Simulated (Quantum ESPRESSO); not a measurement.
# Ir: equation of state with PBEsol

Ir:

```xyz
1
Lattice="0.0000 1.9156 1.9156 1.9156 0.0000 1.9156 1.9156 1.9156 0.0000" Properties=species:S:1:pos:R:3 pbc="T T T"
Ir    0.0000    0.0000    0.0000
```

* Program: Quantum ESPRESSO 7.5
* Task: equation of state
* Functional: PBEsol
* Potentials or basis: GBRV 1.5 PBEsol
* Cutoff: 612 eV
* Density cutoff: 4898 eV
* k mesh: 12 × 12 × 12
* Occupations: fermi-dirac, width 0.05 eV
* Spin: no spin polarisation
* Mixing beta: 0.5
* Most SCF iterations: 120
* SCF threshold: 2e-10 Ry

- Equilibrium volume: 14.04 Å³/atom
- Bulk modulus: 387 GPa
- Pressure derivative of the bulk modulus: 5.1

Energy against volume, from the lowest point:
| volume (Å³/atom) | energy (meV/atom) |
| --- | --- |
| 13.215 | 65.89 |
| 13.496 | 27.35 |
| 13.778 | 6.05 |
| 14.059 | 0.00 |
| 14.340 | 7.49 |
| 14.621 | 26.93 |
| 14.902 | 56.96 |

All runs of the series together: 27 s on 2 threads of Intel(R) Xeon(R) 6975P-C (Granite Rapids), with other jobs on the host.

The run has no spin-orbit coupling, so splittings on Ir are missing.
